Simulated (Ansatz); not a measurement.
## A trial form of SiC

Theory: Ansatz 0.2.0, DFT PBE, scalar-relativistic, plane waves, PAW. Cutoff 420 eV, Gaussian smearing, Γ-centred meshes. Cell and atoms relax first on a coarse mesh and then on a finer one. In between, the cell is made exact in the group found at 0.06 Å. In metals the finer mesh still leaves noise of several meV/atom or more. The steps can't lower the symmetry of their start. No spin polarisation in the relaxation; trial moments died out in a coarse test.

The cell of SiC is invented: random cell by space group and Wyckoff sites (Pm-3m, No. 221). The dimensions are guesses.

```
Si C
1.0
     2.78642    0.00000    0.00000
     0.00000    2.78642    0.00000
     0.00000    0.00000    2.78642
Si C
1 1
Direct
  0.50000 0.50000 0.50000
  0.00000 0.00000 0.00000
```

Formation energies are uncorrected and refer to the elements' standard structures at the same level.

Question: What does it relax into?

Answer: The symmetry stays Pm-3m (No. 221). The end has the caesium chloride type. The volume per atom shrinks by 14.8 %, from 10.8 to 9.2 Å³. The shortest distance goes from 2.41 Å (Si–C) to 2.29 Å (Si–C). The energy falls by about 0.10 eV/atom (the start's value is from the coarse mesh). Conventional cell: a = 2.642 Å. Si is surrounded by 8 C at 2.29 Å and 6 Si at 2.64 Å; C has 8 Si at 2.29 Å and 6 C at 2.64 Å.

```cif
data_structure
_symmetry_space_group_name_H-M 'P 1'
_symmetry_Int_Tables_number 1
_cell_length_a 2.6416
_cell_length_b 2.6416
_cell_length_c 2.6416
_cell_angle_alpha 90.000
_cell_angle_beta 90.000
_cell_angle_gamma 90.000
_cell_volume 18.43
loop_
_atom_site_label
_atom_site_type_symbol
_atom_site_fract_x
_atom_site_fract_y
_atom_site_fract_z
_atom_site_occupancy
Si1 Si 0.50000 0.50000 0.50000 1
C1 C 0.00000 0.00000 0.00000 1
```

Question: How does it come out in energy, and is it a metal?

Answer: The energy over the elements is +1.87 eV/atom and the gap on the 20×20×20 mesh of the 2-atom cell is 0 eV (a metal).

The separate elements lie lower, so it is unstable against them.

The last run used Gaussian smearing of 0.10 eV. The reference form of C is held partly by dispersion forces, which this level lacks. A structure relaxed within its symmetry needn't be a true minimum. In all, the 3 runs took 23 s on 1 thread of Intel(R) Xeon(R) Platinum 8488C (Sapphire Rapids), with other jobs on the host.
